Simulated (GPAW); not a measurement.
Runs of GPAW 26.7.0 on GaSb. It takes space group I-4m2 (No. 119, tetragonal). Conventional cell: a = 5.507 Å, b = 5.507 Å, c = 3.181 Å, α = 90.00°, β = 90.00°, γ = 90.00°. Sb (site symmetry -4m2) has 4 Ga at 2.87 Å and 2 Sb at 3.18 Å as nearest neighbours. Around Ga (site symmetry -4m2) lie 4 Sb at 2.87 Å and 2 Ga at 3.18 Å. Measurements of this composition are mostly on another form, of space group No. 216.

```csv
level,potentials or basis,gap on the mesh (eV),pressure (GPa)
LDA,"the program's PAW data sets (release 1.2.1) made for this functional, pw",none,-4.5
revPBE,"the program's PAW data sets (release 1.2.1) made for this functional, pw",none,1.0
vdW-DF2,"GPAW PAW data sets (gpaw-data 1.2.1), pw",none,-
PBEsol,"PAW data sets generated in the run's folder for this functional, pw",none,(a)
vdW-DF-cx,"GPAW PAW data sets (gpaw-data 1.2.1), pw",none,-
```

Alike in all rows: task single point; no spin polarisation; cell as given; k mesh 10 × 10 × 10; cutoff (eV) 600; smearing fermi-dirac 0.05 eV.

Estimate the missing entries.

(a) -3.1.

Caveats: the PAW data sets were made with another functional, which shifts forces and pressure a little (some runs).

A k mesh can miss the band edges, and the runs leave out spin-orbit coupling on Ga, Sb.

A gap of «none» marks a metal or a gap under the smearing width.

Runs at the PBE level aren't shown here.
